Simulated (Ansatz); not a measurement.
A run of Ansatz 0.2.0 is set up as follows.

The input input.yaml:

```yaml
crystal:
  lattice:
    - [3.16, 0.0, 0.0]
    - [0.0, 3.16, 0.0]
    - [0.0, 0.0, 3.16]
  atoms:
    - { symbol: Sb, position: [0.0, 0.0, 0.0] }
kpoints:
  mp_grid: { grid: [8, 8, 8] }
  band_path:
    path:
      - [0.0, 0.0, 0.0]
      - [0.0, 0.5, 0.0]
      - [0.5, 0.5, 0.0]
      - [0.0, 0.0, 0.0]
      - [0.5, 0.5, 0.5]
      - [0.0, 0.5, 0.0]
    npoints: 12
scf:
  occupations: { method: fermi_dirac, width: 0.05 }
hamiltonian:
  xc: pbesol
  pseudopotentials: { kind: all_electron, datasets: crystal }
output:
  forces: true
  stress: true
  eigenvalues: true
  elf: true
  volumetric_format: npy
```

Potentials or basis: all-electron PAW datasets made for the crystal.

Command:

```sh
$ ansatz run input.yaml --threads 1 --pin off --max-ram 3072MiB --backend cpu --events-out ev --progress --plain --runs-dir out
```

Task: Estimate the pressure.

Result: -4.7 GPa.

Task: Predict the band gap along the path.

Result: None (metal or under the smearing width).

Levels at the corners of the path, in eV from the Fermi level:
```
point  band 1  band 2  band 3  band 4  band 5  band 6  band 7
    Γ  -11.93    3.17    3.17    3.17    7.12    7.12    7.85
    X   -9.70   -5.16    5.00    5.00    9.38   10.38   11.29
    M   -7.37   -3.23   -3.23    2.39    6.82   13.02   13.02
    Γ  -11.93    3.17    3.17    3.17    7.12    7.12    7.85
    R   -4.83   -1.44   -1.44   -1.44    5.00    5.00    5.00
    X   -9.70   -5.16    5.00    5.00    9.38   10.38   11.29
```

Caveat: spin-orbit coupling is left out, which moves the levels of the heavy elements.
